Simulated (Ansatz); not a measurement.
C:

```
CELL_PARAMETERS angstrom
4.25517 0.00000 0.00000
0.00000 4.25517 0.00000
0.00000 0.00000 1.28229
ATOMIC_POSITIONS crystal
C 0.50000 0.50000 0.50000
```

The cell was built by a generator and needn't be a form met in nature.

```yaml
Program: Ansatz 0.2.0
Task: single point
Functional: PBE
Potentials_or_basis: Ansatz PAW
Cutoff: "420 eV (not typed: the program's choice for these potentials)"
k_mesh: 6 × 6 × 20
Occupations: fermi-dirac, width 0.05 eV
Spin: no spin polarisation
```

On this cell: pressure 0.2 GPa; band gap on the k mesh none (metal or under the smearing width).

The same run follows on a disturbed copy (cell strained at random at fixed volume):

```xyz
1
Lattice="4.2618 -0.0046 -0.0304 -0.0046 4.3021 0.0118 -0.0092 0.0035 1.2664" Properties=species:S:1:pos:R:3 pbc="T T T"
C     2.1065    2.1495    0.6870
```

**Question.** What does the disturbed cell give?

**Answer.** The energy (extrapolated to zero smearing) moves by +13.4 meV/atom; pressure 3.9 GPa; band gap on the k mesh none (metal or under the smearing width).

Stress tensor (GPa, compression positive):
```
-0.40  0.00 -0.09
 0.00 -0.38  0.03
-0.09  0.03 12.47
```
